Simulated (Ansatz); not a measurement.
The system is LiCl.

```xyz
2
Lattice="0.0000 2.5648 2.5648 2.5648 0.0000 2.5648 2.5648 2.5648 0.0000" Properties=species:S:1:pos:R:3 pbc="T T T"
Cl    2.5648    2.5648    2.5648
Li    0.0000    0.0000    0.0000
```

Base run:

```yaml
Program: Ansatz 0.2.0
Functional: BLYP
Potentials_or_basis: all-electron LAPW, scalar-relativistic
Cutoff: 161 eV
Density_cutoff: 644 eV
Basis_error_allowed: 0.001 eV/atom
k_mesh: 9 × 9 × 9
Occupations: fermi-dirac, width 0.05 eV
Spin: no spin polarisation
```

Its results: band gap on the k mesh 6.47 eV, direct; pressure 2.0 GPa.

**Question.** The run is repeated on the same cell with these changes: functional from BLYP to RPBE. What comes out?

**Answer.** Band gap on the k mesh 6.58 eV, direct; pressure 2.4 GPa.

Not every run made on this cell is shown here.
